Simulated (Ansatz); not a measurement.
# CdS: the cost of one run

Program: Ansatz 0.2.0. Level of theory: DFT PBE, scalar-relativistic, plane waves, PAW. These are calculated values, not measurements.

## Step 1: Starting point

The structure is orthorhombic, space group Pmma (No. 51). Conventional cell: a = 7.836 Å, b = 4.462 Å, c = 4.225 Å, α = 90.00°, β = 90.00°, γ = 90.00°. Cd (site symmetry mm2) is surrounded by 4 S at 2.47 to 2.54 Å. Around Cd (site symmetry 2/m) lie 4 S at 2.23 to 2.47 Å. Around S (site symmetry mm2) lie 4 Cd at 2.47 to 2.54 Å. S (site symmetry 2/m) is surrounded by 4 Cd at 2.23 to 2.47 Å.

Coordinates:

```
CELL_PARAMETERS angstrom
7.83603 0.00000 0.00000
0.00000 4.46173 0.00000
0.00000 0.00000 4.22465
ATOMIC_POSITIONS crystal
Cd 0.75000 0.00000 0.35541
Cd 0.00000 0.50000 0.00000
Cd 0.25000 0.00000 0.64459
Cd 0.50000 0.50000 0.00000
S 0.75000 0.50000 0.64459
S 0.00000 0.00000 0.00000
S 0.25000 0.50000 0.35541
S 0.50000 0.00000 0.00000
```

The cell is invented: 4-connected net, two elements alternating (Pmma, No. 51). Lengths come from tabulated atomic sizes and are only a guess.

## Step 2: A first look at the guess

input.yaml reads:

```yaml
crystal:
  lattice:
    - [7.83602541, 0.0, 0.0]
    - [0.0, 4.46173049, 0.0]
    - [0.0, 0.0, 4.22465396]
  atoms:
    - { symbol: Cd, position: [0.75, 0.0, 0.35540738] }
    - { symbol: Cd, position: [0.0, 0.5, 0.0] }
    - { symbol: Cd, position: [0.25, 0.0, 0.64459262] }
    - { symbol: Cd, position: [0.5, 0.5, 0.0] }
    - { symbol: S, position: [0.75, 0.5, 0.64459262] }
    - { symbol: S, position: [0.0, 0.0, 0.0] }
    - { symbol: S, position: [0.25, 0.5, 0.35540738] }
    - { symbol: S, position: [0.5, 0.0, 0.0] }
basis:
  ecutwfc: 420
kpoints:
  mp_grid: { grid: [2, 4, 4] }
hamiltonian:
  xc: pbe
scf:
  occupations: { method: gaussian, width: 0.1 }
  lower_state_search: "off"
output:
  forces: true
  stress: true
  eigenvalues: true
```

Run with:

```console
$ ansatz run input.yaml --threads 1 --pin off --max-ram 2560MiB --backend cpu --events-out ev --progress --plain --runs-dir out
```

What time and memory should one allow on 1 thread of Arm Neoverse V2, shared host?

About 7.7 s, with a peak of 0.43 GiB.
